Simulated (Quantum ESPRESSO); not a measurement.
**BP (F-43m): optical modes of a strained layer**

Aim: strain and stress coefficients of the optical modes of BP (F-43m) under biaxial strain in the (001) plane.

Method: DFT LDA, scalar-relativistic, plane waves, GBRV ultrasoft pseudopotentials, in Quantum ESPRESSO 7.5.

## (1) The relaxed structure

The structure is cubic, space group F-43m (No. 216). The conventional cell has a = 4.493 Å, b = 4.493 Å, c = 4.493 Å, α = 90.00°, β = 90.00°, γ = 90.00°. B has 4 P at 1.95 Å nearest. Nearest to P lie 4 B at 1.95 Å. Farther neighbours are not listed.

This is the cell after its relaxation at this level of theory, not the database cell from which that began.

## (2) Strained cells

The in-plane lattice vectors are held at a strain ε, as on a substrate; the length along z is set so that σ_zz vanishes; symmetry keeps the atoms on their sites. Modes are taken without the LO-TO term. Cutoff 50 Ry, k mesh 12×12×12.

From the response at ε = -0.03:

Log:

```text
[banners, grids, parts of the stress and lines that vanish by symmetry left out]
Program PHONON v.7.5
     Reading xml data from directory:

[...]
Exchange-correlation= PZ
                           (   1   1   0   0   0   0   0)
[...]
kinetic-energy cut-off    =      50.0000  Ry
     charge density cut-off    =     400.0000  Ry
     convergence threshold     =      1.0E-18
[...]
Exchange-correlation= PZ
                           (   1   1   0   0   0   0   0)
[...]
q = (   0.0000000   0.0000000   0.0000000 )
      9 Sym.Ops. (with q -> -q+G )
     G cutoff =  359.6017  (  19731 G-vectors)     FFT grid: ( 40, 40, 40)
     G cutoff =  179.8008  (   6975 G-vectors)  smooth grid: ( 27, 27, 27)
     number of k points=   163
[...]
Mode symmetry, D_2d (-42m) point group:
[...]
Dielectric constant
[...]
End of electric fields calculation
          Dielectric constant in cartesian axis
          (       9.024547966       0.000000000      -0.000000000 )
          (       0.000000000       9.024547966       0.000000000 )
          (      -0.000000000       0.000000000       9.693856794 )
          Effective charges (d Force / dE) in cartesian axis without acoustic sum rule applied (asr)
           atom    1  B     Mean Z*:       -0.77866
      Ex  (       -0.79058        0.00000        0.00000 )
      Ey  (        0.00000       -0.79058       -0.00000 )
      Ez  (        0.00000        0.00000       -0.75481 )
           atom    2  P     Mean Z*:        0.77457
      Ex  (        0.78609        0.00000       -0.00000 )
      Ey  (        0.00000        0.78609        0.00000 )
      Ez  (       -0.00000        0.00000        0.75152 )
          Effective charges Sum: Mean:       -0.00409
[...]
Effective charges (d Force / dE) in cartesian axis with asr applied:
           atom    1  B     Mean Z*:       -0.77661
[...]
atom    2  P     Mean Z*:        0.77661
[...]
Representation #   1 mode #   1
[...]
End of self-consistent calculation
     Convergence has been achieved
     Representation #   2 mode #   2
[...]
End of self-consistent calculation
     Convergence has been achieved
     Representation #   3 modes #   3   4
[...]
End of self-consistent calculation
     Convergence has been achieved
     Representation #   4 modes #   5   6
[...]
End of self-consistent calculation
     Convergence has been achieved
[...]
Dielectric constant in cartesian axis
          (       9.024547966       0.000000000      -0.000000000 )
          (       0.000000000       9.024547966       0.000000000 )
          (      -0.000000000       0.000000000       9.693856794 )
          Effective charges (d Force / dE) in cartesian axis without acoustic sum rule applied (asr)
           atom    1  B     Mean Z*:       -0.77866
      Ex  (       -0.79058        0.00000        0.00000 )
      Ey  (        0.00000       -0.79058       -0.00000 )
      Ez  (        0.00000        0.00000       -0.75481 )
           atom    2  P     Mean Z*:        0.77457
      Ex  (        0.78609        0.00000       -0.00000 )
      Ey  (        0.00000        0.78609        0.00000 )
      Ez  (       -0.00000        0.00000        0.75152 )
          Effective charges Sum: Mean:       -0.00409
[...]
Effective charges (d Force / dE) in cartesian axis with asr applied:
           atom    1  B     Mean Z*:       -0.77661
[...]
atom    2  P     Mean Z*:        0.77661
[...]
q = (    0.000000000   0.000000000   0.000000000 )
[...]
freq (    1) =      -0.272319 [THz] =      -9.083593 [cm-1]
     freq (    2) =      -0.272319 [THz] =      -9.083593 [cm-1]
     freq (    3) =      -0.254272 [THz] =      -8.481585 [cm-1]
     freq (    4) =      25.698207 [THz] =     857.199927 [cm-1]
     freq (    5) =      25.698207 [THz] =     857.199927 [cm-1]
     freq (    6) =      25.750179 [THz] =     858.933519 [cm-1]
[...]
Mode symmetry, D_2d (-42m) point group:
     freq (   1-   2) =         -9.1  [cm-1]   --> E    X_5  W_3   I+R
     freq (   3-   3) =         -8.5  [cm-1]   --> B_2  X_3  W_2   I+R
     freq (   4-   5) =        857.2  [cm-1]   --> E    X_5  W_3   I+R
     freq (   6-   6) =        858.9  [cm-1]   --> B_2  X_3  W_2   I+R

   JOB DONE.
```

The run at ε = 0.02 is held back.

| ε | ε_zz | σ_xx (GPa, tension positive) | singlet (cm⁻¹) | doublet (cm⁻¹) |
| --- | --- | --- | --- | --- |
| -0.03 | 0.0142 | -13.40 | 858.93 | 857.20 |
| -0.02 | 0.0094 | -8.63 | 845.78 | 845.45 |
| -0.01 | 0.0047 | -4.18 | 833.01 | 833.27 |
| 0 | 0.0000 | -0.02 | 820.63 | 820.63 |
| 0.01 | -0.0047 | 3.87 | 808.63 | 807.55 |
| 0.02 | -0.0094 | 7.48 | held back | held back |
| 0.03 | -0.0141 | 10.85 | 785.79 | 780.20 |

## (3) The fit

Parabolas ω = ω₀ + a ε + b ε² through the other rows:

| mode | ω₀ (cm⁻¹) | a (cm⁻¹) | b (cm⁻¹) |
| --- | --- | --- | --- |
| singlet | 820.6 | -1219 | 1924 |
| doublet | 820.6 | -1284 | -2140 |

The biaxial modulus, the linear term of σ_xx, is 404 GPa, so the singlet mode moves by a/M = -3.0 cm⁻¹ a GPa of tensile stress. The ratio −ε_zz/ε near zero is 0.47. For ε = 0.02 the fits predict 797.02 and 794.10 cm⁻¹.

## (4) The run that was held back

Log:

```text
[banners, grids, parts of the stress and lines that vanish by symmetry left out]
[banner, memory and clock lines left out]
Program PHONON v.7.5

[...]
Exchange-correlation= PZ
                           (   1   1   0   0   0   0   0)
[...]
kinetic-energy cut-off    =      50.0000  Ry
     charge density cut-off    =     400.0000  Ry
     convergence threshold     =      1.0E-18
[...]
Exchange-correlation= PZ
                           (   1   1   0   0   0   0   0)
[...]
q = (   0.0000000   0.0000000   0.0000000 )
      9 Sym.Ops. (with q -> -q+G )
     G cutoff =  369.1453  (  21403 G-vectors)     FFT grid: ( 40, 40, 40)
     G cutoff =  184.5727  (   7591 G-vectors)  smooth grid: ( 27, 27, 27)
     number of k points=   163
[...]
Mode symmetry, D_2d (-42m) point group:
[...]
Dielectric constant
[...]
End of electric fields calculation
          Dielectric constant in cartesian axis
          (       9.396171441       0.000000000      -0.000000000 )
          (      -0.000000000       9.396171441      -0.000000000 )
          (       0.000000000      -0.000000000       8.953897963 )
          Effective charges (d Force / dE) in cartesian axis without acoustic sum rule applied (asr)
           atom    1  B     Mean Z*:       -0.53080
      Ex  (       -0.52001        0.00000       -0.00000 )
      Ey  (       -0.00000       -0.52001        0.00000 )
      Ez  (        0.00000        0.00000       -0.55238 )
           atom    2  P     Mean Z*:        0.52689
      Ex  (        0.51623       -0.00000       -0.00000 )
      Ey  (       -0.00000        0.51623       -0.00000 )
[...]
Convergence has been achieved
     Representation #   4 modes #   5   6
[...]
End of self-consistent calculation
     Convergence has been achieved
[...]
Dielectric constant in cartesian axis
          (       9.396171441       0.000000000      -0.000000000 )
          (      -0.000000000       9.396171441      -0.000000000 )
          (       0.000000000      -0.000000000       8.953897963 )
          Effective charges (d Force / dE) in cartesian axis without acoustic sum rule applied (asr)
           atom    1  B     Mean Z*:       -0.53080
      Ex  (       -0.52001        0.00000       -0.00000 )
      Ey  (       -0.00000       -0.52001        0.00000 )
      Ez  (        0.00000        0.00000       -0.55238 )
           atom    2  P     Mean Z*:        0.52689
      Ex  (        0.51623       -0.00000       -0.00000 )
      Ey  (       -0.00000        0.51623       -0.00000 )
      Ez  (       -0.00000       -0.00000        0.54821 )
          Effective charges Sum: Mean:       -0.00391
[...]
Effective charges (d Force / dE) in cartesian axis with asr applied:
           atom    1  B     Mean Z*:       -0.52885
[...]
atom    2  P     Mean Z*:        0.52885
[...]
q = (    0.000000000   0.000000000   0.000000000 )
[...]
freq (    1) =      -0.189255 [THz] =      -6.312863 [cm-1]
     freq (    2) =      -0.189255 [THz] =      -6.312863 [cm-1]
     freq (    3) =      -0.126340 [THz] =      -4.214248 [cm-1]
     freq (    4) =      23.806287 [THz] =     794.092247 [cm-1]
     freq (    5) =      23.806287 [THz] =     794.092247 [cm-1]
     freq (    6) =      23.894764 [THz] =     797.043528 [cm-1]
[...]
Mode symmetry, D_2d (-42m) point group:
     freq (   1-   2) =         -6.3  [cm-1]   --> E    X_5  W_3   I+R
     freq (   3-   3) =         -4.2  [cm-1]   --> B_2  X_3  W_2   I+R
     freq (   4-   5) =        794.1  [cm-1]   --> E    X_5  W_3   I+R
     freq (   6-   6) =        797.0  [cm-1]   --> B_2  X_3  W_2   I+R
```

It gives 797.04 and 794.09 cm⁻¹.

## (5) Results

```yaml
strain_coefficient_of_the_singlet_mode: -1219 cm⁻¹
strain_coefficient_of_the_doublet_mode: -1284 cm⁻¹
biaxial_modulus: 404 GPa
```

One per cent of tensile strain moves the singlet mode of BP (F-43m) by -12.2 cm⁻¹ and the doublet mode by -12.8 cm⁻¹; the fits miss the run held back by up to 0.02 cm⁻¹. At 3 % strain the quadratic term is 5 % of the linear one for the singlet mode and 5 % for the doublet mode. In a polar crystal the line seen along z is the LO mode, whose shift differs. These are harmonic values at zero temperature, without the LO-TO term, for a homogeneous, dislocation-free layer.

[Host names and launcher messages were left out of these logs when they were recorded.]

[Logs are printed without paths, hosts, clocks, repeated set-up lines and the standing remarks that a program may print on its own settings, such as how far it seeks lower states.]

[Hosts, paths, dates, database ids (printed as entryN), source tags and the programs' standing remarks are cut or masked in the printed files.]
